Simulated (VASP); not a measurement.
Wanted: the native input for a VASP 6.6.1 run.

| Quantity | Value |
| --- | --- |
| Task | optical spectrum |
| Functional | PBE |
| Potentials or basis | VASP PAW PBE potentials, release 64 (Ca_sv, F) |
| Cutoff | 520 eV |
| k mesh | 8 × 8 × 8 |
| Occupations | gaussian, width 0.03 eV |
| Spin | no spin polarisation |
| Further INCAR settings | ALGO = Normal; EDIFF = 1e-06; NBANDS = 44 |

The structure of CaF2 (Fluorite) lies in POSCAR:

```
CaF2                                    
1.0
    0.0000000000      2.7123156406      2.7123156406
    2.7123156406      0.0000000000      2.7123156406
    2.7123156406      2.7123156406      0.0000000000
  Ca              F             
     1     2
Direct
     0.0000000000000000    0.0000000000000000    0.0000000000000000
     0.2500000000000000    0.2500000000000000    0.2500000000000000
     0.7500000000000000    0.7500000000000000    0.7500000000000000
```

These files were run (other wordings do the same):

INCAR

```
SYSTEM = CaF2
ALGO = Normal
CSHIFT = 0.1
EDIFF = 1E-6
ENCUT = 520
GGA = PE
ISIF = 2
ISMEAR = 0
KPAR = 2
LASPH = .True.
LCHARG = .False.
LOPTICS = .True.
LREAL = .False.
LWAVE = .False.
NBANDS = 44
NEDOS = 2000
NELM = 80
PREC = Accurate
SIGMA = 0.03
```

KPOINTS

```
k-points
0
Gamma
  8 8 8
  0 0 0
```

Potentials or basis: VASP PAW PBE potentials, release 64 (Ca_sv, F).

Run with:

```bash
$ cat potpaw_PBE.64/Ca_sv/POTCAR potpaw_PBE.64/F/POTCAR > POTCAR
$ mpirun -np 2 vasp_std > vasp.out
```

Results of the run:

```
Pressure               : 4.4 GPa
Band gap on the k mesh : 7.40 eV, indirect (least direct gap 7.66 eV)
```

Caveat: spectra need much finer meshes, so this one isn't converged; independent-particle spectra lack excitons.

Run time: 19 s on 2 MPI ranks on Intel(R) Xeon(R) Platinum 8488C (Sapphire Rapids), on a shared host, peak memory 0.21 GiB a rank.
